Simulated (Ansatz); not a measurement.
**Band table of Zr**

```
Zr
1.0
    -1.78744    1.78744    1.78744
     1.78744   -1.78744    1.78744
     1.78744    1.78744   -1.78744
Zr
1
Direct
  0.00000 0.00000 0.00000
```

The structure comes from a relaxation in the same program, started in the bcc type, and has space group Im-3m. Whether it is a known phase or the ground state wasn't checked.

Theory: DFT, PBE, all-electron LAPW, scalar-relativistic in Ansatz 0.2.0.

Numerical set-up: a Γ-centred 16×16×16 k mesh, Fermi–Dirac smearing of 0.05 eV, basis error target 0.25 meV/atom, no spin polarisation.

Path points, in fractions of the reciprocal vectors: Γ (0.000, 0.000, 0.000), H (0.500, -0.500, 0.500), N (0.000, 0.000, 0.500), P (0.250, 0.250, 0.250). Levels in eV from the Fermi level; bands 13 to 16, counted from the lowest band of the run. The gap is zero.

```
# k(1/Å) point b13 b14 b15 b16
0.000 Γ -5.39 1.14 1.14 1.14
0.126 - -5.30 1.12 1.12 1.18
0.251 - -5.03 1.08 1.08 1.30
0.377 - -4.62 1.05 1.05 1.51
0.502 - -4.08 1.05 1.05 1.79
0.628 - -3.46 1.07 1.11 1.11
0.753 - -2.82 0.37 1.26 1.26
0.879 - -2.25 -0.29 1.50 1.50
1.004 - -1.85 -0.88 1.87 1.87
1.130 - -1.71 -1.39 2.35 2.35
1.255 - -1.82 -1.82 2.94 2.94
1.381 - -2.16 -2.07 3.65 3.65
1.507 - -2.41 -2.34 4.44 4.44
1.632 - -2.56 -2.54 5.27 5.27
1.758 H -2.61 -2.61 5.76 5.76
1.846 - -2.58 -2.57 5.44 5.47
1.935 - -2.50 -2.47 4.79 4.85
2.024 - -2.37 -2.31 4.06 4.14
2.113 - -2.22 -2.09 3.34 3.45
2.201 - -2.05 -1.81 2.64 2.83
2.290 - -1.92 -1.47 1.99 2.34
2.379 - -1.86 -1.09 1.40 2.05
2.468 - -1.92 -0.67 0.86 1.99
2.557 - -2.08 -0.21 0.40 2.14
2.645 - -2.29 0.01 0.27 2.46
2.734 - -2.50 -0.29 0.75 2.86
2.823 - -2.67 -0.51 1.19 3.25
2.912 - -2.79 -0.65 1.54 3.55
3.000 N -2.82 -0.69 1.68 3.66
3.089 - -2.82 -0.67 1.57 3.67
3.178 - -2.82 -0.62 1.31 3.67
3.267 - -2.83 -0.53 0.97 3.64
3.355 - -2.89 -0.41 0.66 3.56
3.444 - -3.04 -0.26 0.45 3.45
3.533 - -3.29 -0.09 0.38 3.32
3.622 - -3.62 0.10 0.44 3.13
3.711 - -3.99 0.31 0.58 2.63
3.799 - -4.37 0.51 0.76 2.19
3.888 - -4.71 0.71 0.92 1.82
3.977 - -4.99 0.88 1.03 1.52
4.066 - -5.21 1.02 1.10 1.31
4.154 - -5.34 1.11 1.13 1.18
4.243 Γ -5.39 1.14 1.14 1.14
4.352 - -5.32 1.10 1.10 1.21
4.461 - -5.12 0.99 0.99 1.44
4.569 - -4.81 0.80 0.80 1.82
4.678 - -4.40 0.55 0.55 2.35
4.787 - -3.91 0.26 0.26 3.02
4.896 - -3.36 -0.03 -0.03 3.58
5.004 - -2.79 -0.29 -0.29 3.72
5.113 - -2.20 -0.50 -0.50 3.88
5.222 - -1.63 -0.64 -0.64 4.03
5.330 - -1.11 -0.72 -0.72 4.18
5.439 - -0.74 -0.74 -0.70 4.30
5.548 - -0.70 -0.70 -0.44 4.39
5.657 - -0.63 -0.63 -0.39 4.45
5.765 P -0.53 -0.53 -0.53 4.47
5.874 - -0.78 -0.42 -0.42 4.45
5.983 - -1.06 -0.34 -0.34 4.38
6.092 - -1.27 -0.29 -0.29 4.27
6.200 - -1.35 -0.32 -0.32 4.14
6.309 - -1.27 -0.43 -0.43 4.03
6.418 - -1.00 -0.64 -0.64 3.97
6.526 - -0.93 -0.93 -0.54 4.00
6.635 - -1.26 -1.26 0.11 4.13
6.744 - -1.61 -1.61 0.93 4.34
6.853 - -1.94 -1.94 1.90 4.62
6.961 - -2.21 -2.21 2.98 4.95
7.070 - -2.43 -2.43 4.11 5.30
7.179 - -2.56 -2.56 5.18 5.62
7.287 H -2.61 -2.61 5.76 5.76
8.810 P -0.53 -0.53 -0.53 4.47
8.872 - -0.62 -0.56 -0.41 4.46
8.935 - -0.70 -0.68 -0.27 4.42
8.998 - -0.85 -0.76 -0.12 4.36
9.061 - -1.07 -0.79 0.05 4.29
9.123 - -1.31 -0.81 0.24 4.21
9.186 - -1.57 -0.82 0.44 4.12
9.249 - -1.82 -0.81 0.65 4.02
9.312 - -2.06 -0.80 0.86 3.94
9.375 - -2.28 -0.78 1.06 3.86
9.437 - -2.47 -0.75 1.26 3.79
9.500 - -2.62 -0.73 1.42 3.73
9.563 - -2.73 -0.71 1.56 3.69
9.626 - -2.80 -0.69 1.65 3.67
9.688 N -2.82 -0.69 1.68 3.66
```
